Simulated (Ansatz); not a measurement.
Crystal: Pb.

```
CELL_PARAMETERS angstrom
0.00000 3.43900 3.43900
3.43900 0.00000 3.43900
3.43900 3.43900 0.00000
ATOMIC_POSITIONS crystal
Pb 0.25000 0.25000 0.25000
Pb 0.00000 0.00000 0.00000
```

This isn't the form of Pb at room conditions, which is fcc.

| Item | Value |
| --- | --- |
| Program | Ansatz 0.2.0 |
| Task | single point |
| Functional | PBE |
| Potentials or basis | all-electron LAPW, scalar-relativistic |
| Cutoff | 231 eV (chosen from the basis error) |
| Basis error allowed | 0.001 eV/atom |
| k mesh | 7 × 7 × 7 |
| Occupations | fermi-dirac, width 0.05 eV |
| Spin | no spin polarisation |

On this cell: pressure 2.4 GPa; largest force zero by symmetry; band gap on the k mesh none (metal or under the smearing width).

The same run follows on a disturbed copy (atoms moved at random, drawn with an rms of 0.05 Å):

```xyz
2
Lattice="0.0000 3.4390 3.4390 3.4390 0.0000 3.4390 3.4390 3.4390 0.0000" Properties=species:S:1:pos:R:3 pbc="T T T"
Pb    1.7106    1.6887    1.6887
Pb    0.0015    0.0945   -0.0265
```

Question: What does the disturbed cell give?

Answer: The energy (extrapolated to zero smearing) moves by +18.9 meV/atom; pressure 2.6 GPa; largest force 0.648 eV/Å; band gap on the k mesh none (metal or under the smearing width).

Forces in eV/Å, atoms in the order of the input:
```
Pb   0.062  0.644  0.039
Pb  -0.062 -0.644 -0.039
```

Stress tensor (GPa, compression positive):
```
2.72 0.11 1.85
0.11 2.33 0.18
1.85 0.18 2.73
```
